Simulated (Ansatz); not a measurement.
Input, command and steps of an Ansatz relaxation.

```yaml
crystal:
  lattice:
    - [4.3186088774, 0.0, 0.0]
    - [-2.1593044387, 3.7400249969, 0.0]
    - [0.0, 0.0, 5.9657427861]
  atoms:
    - { symbol: Te, position: [0.2847388753, 0.0, 0.3333333333] }
    - { symbol: Te, position: [0.0, 0.2847388753, 0.6666666667] }
    - { symbol: Te, position: [0.7152611247, 0.7152611247, 0.0] }
basis:
  ecutwfc: 420
kpoints:
  mp_grid: { grid: [12, 12, 8] }
hamiltonian:
  xc: pbe
scf:
  occupations: { method: gaussian, width: 0.1 }
output:
  forces: true
  stress: true
  eigenvalues: true
relax:
  adjacent_minimum: "off"
  f_tol: 0.005
  max_steps: 50
  cell: { stress_tol: 0.05 }
```

```bash
ansatz run input.yaml --threads 1 --pin off --max-ram 2560MiB --backend cpu --events-out ev --progress --plain --runs-dir out
```

The calculation used Ansatz 0.2.0, DFT PBE, scalar-relativistic, plane waves, PAW.

Of 8 frames 8 are shown, positions in Å and forces in eV/Å; the SCF threshold varies from step to step. Steps run on the plane waves of an earlier cell, with a Pulay correction in the pressure. The basis is chosen afresh for the last frame, the zero of the energies, and at times for earlier ones too; energy and pressure can step there, also at an unchanged geometry. Where two frames share a geometry here, they differ by under 2 meV/atom and 0.3 GPa.

```xyz
3
Lattice="4.3186 0.0000 0.0000 -2.1593 3.7400 0.0000 0.0000 0.0000 5.9657" Properties=species:S:1:pos:R:3:forces:R:3 pbc="T T T" step=1 free_energy_over_end_meV_per_atom=19.09 pressure_GPa=2.39
Te    1.2297    0.0000    1.9886    0.0024    0.0000    0.0000
Te   -0.6148    1.0649    3.9772   -0.0012    0.0021    0.0000
Te    1.5445    2.6751    0.0000   -0.0012   -0.0021    0.0000
3
Lattice="4.4484 0.0000 0.0000 -2.2242 3.8524 0.0000 0.0000 0.0000 6.0888" Properties=species:S:1:pos:R:3:forces:R:3 pbc="T T T" step=2 free_energy_over_end_meV_per_atom=8.95 pressure_GPa=-1.15
Te    1.2500    0.0000    2.0296   -0.2173    0.0000    0.0000
Te   -0.6250    1.0825    4.0592    0.1086   -0.1882    0.0000
Te    1.5992    2.7699    0.0000    0.1086    0.1882    0.0000
3
Lattice="4.4442 0.0000 0.0000 -2.2221 3.8488 0.0000 0.0000 0.0000 6.0162" Properties=species:S:1:pos:R:3:forces:R:3 pbc="T T T" step=3 free_energy_over_end_meV_per_atom=3.50 pressure_GPa=-0.21
Te    1.2368    0.0000    2.0054   -0.1205    0.0000    0.0000
Te   -0.6184    1.0711    4.0108    0.0603   -0.1044    0.0000
Te    1.6037    2.7777    0.0000    0.0603    0.1044    0.0000
3
Lattice="4.4459 0.0000 0.0000 -2.2230 3.8503 0.0000 0.0000 0.0000 6.0776" Properties=species:S:1:pos:R:3:forces:R:3 pbc="T T T" step=4 free_energy_over_end_meV_per_atom=2.72 pressure_GPa=0.08
Te    1.1922    0.0000    2.0259    0.0396    0.0000    0.0000
Te   -0.5961    1.0325    4.0517   -0.0198    0.0343    0.0000
Te    1.6268    2.8178    0.0000   -0.0198   -0.0343    0.0000
3
Lattice="4.4814 0.0000 0.0000 -2.2407 3.8810 0.0000 0.0000 0.0000 5.9817" Properties=species:S:1:pos:R:3:forces:R:3 pbc="T T T" step=5 free_energy_over_end_meV_per_atom=0.75 pressure_GPa=0.19
Te    1.2113    0.0000    1.9939    0.0041    0.0000    0.0000
Te   -0.6057    1.0490    3.9878   -0.0020    0.0035    0.0000
Te    1.6351    2.8320    0.0000   -0.0020   -0.0035    0.0000
3
Lattice="4.5002 0.0000 0.0000 -2.2501 3.8973 0.0000 0.0000 0.0000 5.9654" Properties=species:S:1:pos:R:3:forces:R:3 pbc="T T T" step=6 free_energy_over_end_meV_per_atom=0.50 pressure_GPa=0.08
Te    1.2141    0.0000    1.9885   -0.0072    0.0000    0.0000
Te   -0.6070    1.0514    3.9770    0.0036   -0.0063    0.0000
Te    1.6431    2.8459    0.0000    0.0036    0.0063    0.0000
3
Lattice="4.5176 0.0000 0.0000 -2.2588 3.9123 0.0000 0.0000 0.0000 5.9561" Properties=species:S:1:pos:R:3:forces:R:3 pbc="T T T" step=7 free_energy_over_end_meV_per_atom=0.41 pressure_GPa=0.01
Te    1.2127    0.0000    1.9854   -0.0024    0.0000    0.0000
Te   -0.6064    1.0503    3.9707    0.0012   -0.0021    0.0000
Te    1.6524    2.8621    0.0000    0.0012    0.0021    0.0000
3
Lattice="4.5176 0.0000 0.0000 -2.2588 3.9123 0.0000 0.0000 0.0000 5.9561" Properties=species:S:1:pos:R:3:forces:R:3 pbc="T T T" step=8 free_energy_over_end_meV_per_atom=0.00 pressure_GPa=0.00
Te    1.2127    0.0000    1.9854   -0.0025    0.0000    0.0000
Te   -0.6064    1.0503    3.9707    0.0013   -0.0022    0.0000
Te    1.6524    2.8621    0.0000    0.0013    0.0022    0.0000
```

The run took 4.4 min on 1 thread of Arm Neoverse V1, with other jobs on the host, peak memory 0.57 GiB.